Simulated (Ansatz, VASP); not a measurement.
# Two plane-wave programs on P

Contents of INCAR:

```
SYSTEM = P
ALGO = Fast
EDIFF = 1E-7
ENCUT = 520
GGA = RP
ISIF = 2
ISMEAR = -1
LASPH = .TRUE.
LCHARG = .FALSE.
LREAL = .FALSE.
LWAVE = .FALSE.
NBANDS = 12
NELM = 100
PREC = Accurate
SIGMA = 0.1
```

Contents of KPOINTS:

```
k-points
0
G
  12 12 11
  0 0 0
```

The input POSCAR:

```
P
1.0
    3.1690155491      0.0000000000      0.0000000000
   -1.5845077745      2.7444479705      0.0000000000
    0.0000000000      0.0000000000      3.1076825798
P
2
Direct
    0.3333333333      0.6666666667      0.2500000000
    0.6666666667      0.3333333333      0.7500000000
```

Input for Ansatz:

```yaml
crystal:
  lattice:
    - [3.1690155491, 0.0, 0.0]
    - [-1.5845077745, 2.7444479705, 0.0]
    - [0.0, 0.0, 3.1076825798]
  atoms:
    - { symbol: P, position: [0.3333333333, 0.6666666667, 0.25] }
    - { symbol: P, position: [0.6666666667, 0.3333333333, 0.75] }
hamiltonian:
  xc: rpbe
  pseudopotentials:
    kind: paw
    azcp:
      P: "pseudopotentials/P.paw.azcp"
basis:
  ecutwfc: 420
  fft_grid_basis: typed
kpoints:
  mp_grid: { grid: [12, 12, 11], shift: [0, 0, 0] }
magnetization:
  spin_polarized: false
scf:
  occupations: { method: fermi_dirac, width: 0.1 }
  lower_state_search: "off"
output:
  stress: true
  write_density: true
  write_potential: true
  elf: true
  volumetric_format: npy
```

Alike in both runs: task single point; functional RPBE; k mesh 12 × 12 × 11; occupations fermi-dirac, width 0.1 eV; no spin polarisation.

|  | VASP | Ansatz |
| --- | --- | --- |
| version | VASP 6.6.1 | Ansatz 0.2.0 |
| potentials or method | VASP PAW PBE potentials, release 64 (P) | plane waves (420 eV) with PAW, scalar-relativistic |
| plane-wave cutoff (eV) | 520 | 420 |
| valence electrons in the cell | 10 | 10 |

Ansatz gave:

| Quantity | Value |
| --- | --- |
| pressure (GPa) | 14.7 |
| largest component of the traceless stress (GPa) | 2.56 |

Which values does VASP return?

Pressure (GPa): 13.8; largest component of the traceless stress (GPa): 2.38.

Caveats: the PAW data sets were made with another functional, which shifts forces and pressure a little (VASP).
